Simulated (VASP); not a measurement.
# NaI (Fm-3m) in VASP: notebook, part 2 of 2

VASP 6.6.1. The steps go on from the part before.

**3. Single point, PBE**

INCAR reads:

```
SYSTEM = NaI
PREC = Accurate ; ENCUT = 350
EDIFF = 1E-6 ; ISMEAR = 0
SIGMA = 0.05 ; LREAL = .FALSE.
LASPH = .TRUE. ; NELM = 100
ALGO = Normal ; ISIF = 2
LWAVE = .FALSE. ; LCHARG = .FALSE.
GGA = PE ; NBANDS = 14
ADDGRID = .FALSE.
```

KPOINTS reads:

```
Automatic mesh
0
G
  3 3 3
  0 0 0
```

POSCAR reads:

```
NaI
1.0
    0.0000000000      3.2364000000      3.2364000000
    3.2364000000      0.0000000000      3.2364000000
    3.2364000000      3.2364000000      0.0000000000
I Na
1 1
Direct
    0.5000000000      0.5000000000      0.5000000000
    0.0000000000      0.0000000000      0.0000000000
```

Potentials or basis: VASP PAW PBE potentials, release 64 (I, Na_pv).

Run with:

```bash
$ cat potpaw_PBE.64/I/POTCAR potpaw_PBE.64/Na_pv/POTCAR > POTCAR
$ mpirun -np 1 vasp_std > vasp.out
```

OUTCAR:

```text
SYSTEM = NaI
   PREC = Accurate
   ENCUT = 350
   EDIFF = 1E-6
   ISMEAR = 0
   LREAL = .FALSE.
   LASPH = .TRUE.
   NELM = 100
   ISIF = 2
   GGA = PE

 Found      4 irreducible k-points:

 Following reciprocal coordinates:
            Coordinates               Weight
  0.000000  0.000000  0.000000      1.000000
  0.333333  0.000000  0.000000      8.000000
  0.333333  0.333333  0.000000      6.000000
 -0.333333  0.333333  0.000000     12.000000
   k-points           NKPTS =      4   k-points in BZ     NKDIM =      4   number of bands    NBANDS=     14
   number of dos      NEDOS =    301   number of ions     NIONS =      2
   total plane-waves  NPLWV =  21952
   dimension x,y,z NGX =    28 NGY =   28 NGZ =   28
   dimension x,y,z NGXF=    56 NGYF=   56 NGZF=   56
   ions per type =               1   1
   NGX,Y,Z   is equivalent  to a cutoff of  10.17, 10.17, 10.17 a.u.
   NGXF,Y,Z  is equivalent  to a cutoff of  20.34, 20.34, 20.34 a.u.
 SYSTEM =  NaI
   PREC   = accura    normal or accurate (medium, high low for compatibility)
   ISTART =      0    job   : 0-new  1-cont  2-samecut
   ICHARG =      2    charge: 1-file 2-atom 10-const
   ISPIN  =      1    spin polarized calculation?
   LNONCOLLINEAR =      F non collinear calculations
   LSORBIT =      F    spin-orbit coupling
   LASPH  =      T    aspherical Exc in radial PAW
   ENCUT  =  350.0 eV  25.72 Ry    5.07 a.u.   6.98  6.98  6.98*2*pi/ulx,y,z
[... 69 lines left out ...]
     11       8.7494      0.00000
     12      10.5667      0.00000
     13      10.5667      0.00000
     14      11.2643      0.00000
[... 37 lines left out ...]
      1     -21.6462      2.00000
      2     -21.6457      2.00000
      3     -21.6437      2.00000
      4      -9.7961      2.00000
      5      -0.7353      2.00000
      6      -0.6145      2.00000
      7       0.3312      2.00000
      8       6.3852      0.00000
      9       7.9367      0.00000
     10       8.9980      0.00000
     11       9.5258      0.00000
     12      10.7789      0.00000
     13      11.6022      0.00000
     14      14.7165      0.00000

------------------------ aborting loop because EDIFF is reached ----------------------------------------

  FORCE on cell =-STRESS in cart. coord.  units (eV):
  Direction    XX          YY          ZZ          XY          YZ          ZX
  --------------------------------------------------------------------------------------
  -------------------------------------------------------------------------------------
  Total        0.2902041      0.2902041      0.2902041     -0.0000000     -0.0000000      0.0000000
  in kB        6.8580012      6.8580012      6.8580012     -0.0000000     -0.0000000      0.0000000
  external PRESSURE =       6.8580012 kB  Pullay stress =       0.0000000 kB

 VOLUME and BASIS-vectors are now :
 -----------------------------------------------------------------------------
  energy-cutoff  :      350.00
  volume of cell :       67.80
      direct lattice vectors                 reciprocal lattice vectors
     0.000000000  3.236400000  3.236400000    -0.154492646  0.154492646  0.154492646
     3.236400000  0.000000000  3.236400000     0.154492646 -0.154492646  0.154492646
     3.236400000  3.236400000  0.000000000     0.154492646  0.154492646 -0.154492646

 POSITION                                       TOTAL-FORCE (eV/Angst)
 -----------------------------------------------------------------------------------
      3.23640      3.23640      3.23640         0.000000     -0.000000     -0.000000
      0.00000      0.00000      0.00000         0.000000      0.000000      0.000000
 -----------------------------------------------------------------------------------
    total drift:                                0.000000      0.000000      0.000000

  FREE ENERGIE OF THE ION-ELECTRON SYSTEM (eV)
  ---------------------------------------------------
  free  energy   TOTEN  =        -5.3419330881 eV

  energy  without entropy=       -5.3419330881  energy(sigma->0) =       -5.34193309
```

OSZICAR:

```text
N       E                     dE             d eps       ncg     rms          rms(c)
DAV:   1     0.753382522094E+02    0.75338E+02   -0.54169E+03   112   0.669E+02
DAV:   2    -0.305014390672E-01   -0.75369E+02   -0.70420E+02   124   0.191E+02
DAV:   3    -0.530334224887E+01   -0.52728E+01   -0.52499E+01   142   0.501E+01
DAV:   4    -0.541623516366E+01   -0.11289E+00   -0.11289E+00   140   0.812E+00
DAV:   5    -0.541732867051E+01   -0.10935E-02   -0.10935E-02   148   0.744E-01    0.164E+00
DAV:   6    -0.534937634580E+01    0.67952E-01   -0.73008E-02   136   0.156E+00    0.113E+00
DAV:   7    -0.533956398550E+01    0.98124E-02   -0.68829E-02   130   0.133E+00    0.646E-01
DAV:   8    -0.534193608926E+01   -0.23721E-02   -0.56622E-03   118   0.588E-01    0.185E-01
DAV:   9    -0.534190795352E+01    0.28136E-04   -0.20957E-04   124   0.125E-01    0.354E-02
DAV:  10    -0.534193009152E+01   -0.22138E-04   -0.35289E-05   118   0.588E-02    0.755E-03
DAV:  11    -0.534193243459E+01   -0.23431E-05   -0.35570E-06   136   0.170E-02    0.194E-03
DAV:  12    -0.534193308815E+01   -0.65355E-06   -0.58342E-07   104   0.563E-03
   1 F= -.53419331E+01 E0= -.53419331E+01  d E =-.215451E-18
```

Run time: 7.3 s. Hardware: 1 thread of Intel Xeon Platinum 8488C (Sapphire Rapids), shared host; peak memory 0.14 GiB.

The run converged, but some of its settings lie outside the range that counts as converged, so its numbers aren't taken as properties of the crystal.

Results:

```
Free energy            : -5.3419 eV
Pressure               : 0.7 GPa
Band gap on the k mesh : 3.63 eV, direct
```

Caveat: the k mesh is coarse (spacing up to 0.56 Å⁻¹), so the values aren't converged; spin-orbit coupling is left out, which moves the levels of the heavy elements.

**4. Single point, PBE**

INCAR: that of step 3 with these lines changed.

```diff
@@ -1,3 +1,3 @@
 SYSTEM = NaI
-PREC = Accurate ; ENCUT = 350
+PREC = Accurate ; ENCUT = 450
 EDIFF = 1E-6 ; ISMEAR = 0
```

KPOINTS is that of step 3.

POSCAR is that of step 3.

Run with:

```bash
$ cat potpaw_PBE.64/I/POTCAR potpaw_PBE.64/Na_pv/POTCAR > POTCAR
$ mpirun -np 1 vasp_std > vasp.out
```

Run time: 7.6 s. Hardware: 1 thread of Intel Xeon Platinum 8488C (Sapphire Rapids), shared host; peak memory 0.17 GiB.

The run converged, but some of its settings lie outside the range that counts as converged, so its numbers aren't taken as properties of the crystal.

What came out:

```yaml
Free_energy: -5.3416 eV
Pressure: 0.7 GPa
Band_gap_on_the_k_mesh: 3.63 eV, direct
```

Caveat: the k mesh is coarse (spacing up to 0.56 Å⁻¹), so the values aren't converged; spin-orbit coupling is left out, which moves the levels of the heavy elements.

**5. Single point, PBE**

INCAR: that of step 4 with these lines changed.

```diff
@@ -1,3 +1,3 @@
 SYSTEM = NaI
-PREC = Accurate ; ENCUT = 450
+PREC = Accurate ; ENCUT = 550
 EDIFF = 1E-6 ; ISMEAR = 0
```

KPOINTS is that of step 4.

POSCAR is that of step 4.

Potentials or basis: VASP PAW PBE potentials, release 64 (I, Na_pv).

Run with:

```bash
$ cat potpaw_PBE.64/I/POTCAR potpaw_PBE.64/Na_pv/POTCAR > POTCAR
$ mpirun -np 1 vasp_std > vasp.out
```

OUTCAR:

```text
SYSTEM = NaI
   PREC = Accurate
   ENCUT = 550
   EDIFF = 1E-6
   ISMEAR = 0
   LREAL = .FALSE.
   LASPH = .TRUE.
   NELM = 100
   ISIF = 2
   GGA = PE

 Found      4 irreducible k-points:

 Following reciprocal coordinates:
            Coordinates               Weight
  0.000000  0.000000  0.000000      1.000000
  0.333333  0.000000  0.000000      8.000000
  0.333333  0.333333  0.000000      6.000000
 -0.333333  0.333333  0.000000     12.000000
   k-points           NKPTS =      4   k-points in BZ     NKDIM =      4   number of bands    NBANDS=     14
   number of dos      NEDOS =    301   number of ions     NIONS =      2
   total plane-waves  NPLWV =  46656
   dimension x,y,z NGX =    36 NGY =   36 NGZ =   36
   dimension x,y,z NGXF=    72 NGYF=   72 NGZF=   72
   ions per type =               1   1
   NGX,Y,Z   is equivalent  to a cutoff of  13.08, 13.08, 13.08 a.u.
   NGXF,Y,Z  is equivalent  to a cutoff of  26.15, 26.15, 26.15 a.u.
 SYSTEM =  NaI
   PREC   = accura    normal or accurate (medium, high low for compatibility)
   ISTART =      0    job   : 0-new  1-cont  2-samecut
   ICHARG =      2    charge: 1-file 2-atom 10-const
   ISPIN  =      1    spin polarized calculation?
   LNONCOLLINEAR =      F non collinear calculations
   LSORBIT =      F    spin-orbit coupling
   LASPH  =      T    aspherical Exc in radial PAW
   ENCUT  =  550.0 eV  40.42 Ry    6.36 a.u.   8.75  8.75  8.75*2*pi/ulx,y,z
[... 69 lines left out ...]
     11       8.7507      0.00000
     12      10.5672      0.00000
     13      10.5672      0.00000
     14      11.2638      0.00000
[... 37 lines left out ...]
      1     -21.6559      2.00000
      2     -21.6554      2.00000
      3     -21.6535      2.00000
      4      -9.7959      2.00000
      5      -0.7347      2.00000
      6      -0.6142      2.00000
      7       0.3314      2.00000
      8       6.3867      0.00000
      9       7.9377      0.00000
     10       8.9986      0.00000
     11       9.5269      0.00000
     12      10.7804      0.00000
     13      11.6031      0.00000
     14      14.7182      0.00000

------------------------ aborting loop because EDIFF is reached ----------------------------------------

  FORCE on cell =-STRESS in cart. coord.  units (eV):
  Direction    XX          YY          ZZ          XY          YZ          ZX
  --------------------------------------------------------------------------------------
  -------------------------------------------------------------------------------------
  Total        0.3221067      0.3221067      0.3221067     -0.0000000     -0.0000000      0.0000000
  in kB        7.6119121      7.6119121      7.6119121     -0.0000000     -0.0000000      0.0000000
  external PRESSURE =       7.6119121 kB  Pullay stress =       0.0000000 kB

 VOLUME and BASIS-vectors are now :
 -----------------------------------------------------------------------------
  energy-cutoff  :      550.00
  volume of cell :       67.80
      direct lattice vectors                 reciprocal lattice vectors
     0.000000000  3.236400000  3.236400000    -0.154492646  0.154492646  0.154492646
     3.236400000  0.000000000  3.236400000     0.154492646 -0.154492646  0.154492646
     3.236400000  3.236400000  0.000000000     0.154492646  0.154492646 -0.154492646

 POSITION                                       TOTAL-FORCE (eV/Angst)
 -----------------------------------------------------------------------------------
      3.23640      3.23640      3.23640        -0.000000     -0.000000      0.000000
      0.00000      0.00000      0.00000         0.000000      0.000000     -0.000000
 -----------------------------------------------------------------------------------
    total drift:                                0.000000      0.000000      0.000000

  FREE ENERGIE OF THE ION-ELECTRON SYSTEM (eV)
  ---------------------------------------------------
  free  energy   TOTEN  =        -5.3418481944 eV

  energy  without entropy=       -5.3418481944  energy(sigma->0) =       -5.34184819
```

stdout:

```text
POSCAR found type information on POSCAR I Na
 POSCAR found :  2 types and       2 ions
 scaLAPACK will be used
 LDA part: xc-table for (Slater+PW92), standard interpolation
 POSCAR, INCAR and KPOINTS ok, starting setup
 FFT: planning ... GRIDC
 FFT: planning ... GRID_SOFT
 FFT: planning ... GRID
 WAVECAR not read
 entering main loop
```

It used 4.6 s of CPU time on 1 thread of Intel(R) Xeon(R) Platinum 8488C (Sapphire Rapids), with other jobs on the host, which was overloaded at the time.

These settings aren't checked as converged: the numbers below hold their error.

What came out:

```yaml
Free_energy: -5.3418 eV
Pressure: 0.8 GPa
Band_gap_on_the_k_mesh: 3.63 eV, direct
```

Caveat: the k mesh is coarse (spacing up to 0.56 Å⁻¹), so the values aren't converged; spin-orbit coupling is left out, which moves the levels of the heavy elements.

**6. The reference run**

An earlier run on the cell as given: functional PBE; potentials or basis VASP PAW PBE potentials, release 64 (I, Na_pv); cutoff 520 eV; k mesh 7 × 7 × 7; occupations fermi-dirac, width 0.05 eV; no spin polarisation.

* Pressure: 0.4 GPa
* Band gap on the k mesh: 3.64 eV, direct
